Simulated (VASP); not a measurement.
Something may be wrong with this VASP 6.6.1 calculation of Ba.

The input run.py:

```python
from ase import Atoms
from ase.calculators.vasp import Vasp

atoms = Atoms(
    ['Ba'],
    cell=[[0.0, 3.2326650028, 3.2326650028], [3.2326650028, 0.0, 3.2326650028], [3.2326650028, 3.2326650028, 0.0]],
    scaled_positions=[[0.0, 0.0, 0.0]],
    pbc=True,
)
calc = Vasp(
    directory='calc',
    xc='optpbe-vdw',
    pp='PBE',
    setups='recommended',
    prec='Accurate',
    encut=600,
    ediff=1e-06,
    ismear=0,
    sigma=0.05,
    lreal=False,
    lasph=True,
    nelm=92,
    algo='Normal',
    isif=3,
    lwave=False,
    lcharg=False,
    ibrion=3,
    nsw=30,
    ediffg=-0.005,
    potim=5.0,
    kpts=[7, 7, 7],
    gamma=True,
)
atoms.calc = calc

print('energy (eV):', atoms.get_potential_energy())
print('free energy (eV):', atoms.get_potential_energy(force_consistent=True))
print('forces (eV/A):')
print(atoms.get_forces())
print('stress (eV/A^3, Voigt):', atoms.get_stress())
print('Fermi level (eV):', calc.get_fermi_level())
print('cell (A, degrees):', atoms.cell.cellpar())
print('volume (A^3):', atoms.get_volume())
print('scaled positions:')
print(atoms.get_scaled_positions())
```

Potentials or basis: VASP PAW PBE potentials, release 64 (Ba_sv).

Command:

```bash
$ python run.py
```

Output:

```text
<dir> UserWarning: vdW has been enabled, however no location for the vdw_kernel.bindat file has been specified. Set ASE_VASP_VDW environment variable to copy the vdW kernel.
  warnings.warn(
```

OUTCAR:

```text
ENCUT = 600.000000
   POTIM = 5.000000
   EDIFF = 1.00e-06
[... 773 lines left out ...]
  free energy    TOTEN  =        11.08263365 eV

  energy without entropy =       11.09005737  energy(sigma->0) =       11.08634551
```

How did it end, and where is the flaw?

The calculation hadn't finished when its time ran out. The input holds a flaw that was put in on purpose: ionic step far too long (POTIM = 5; IBRION = 3).
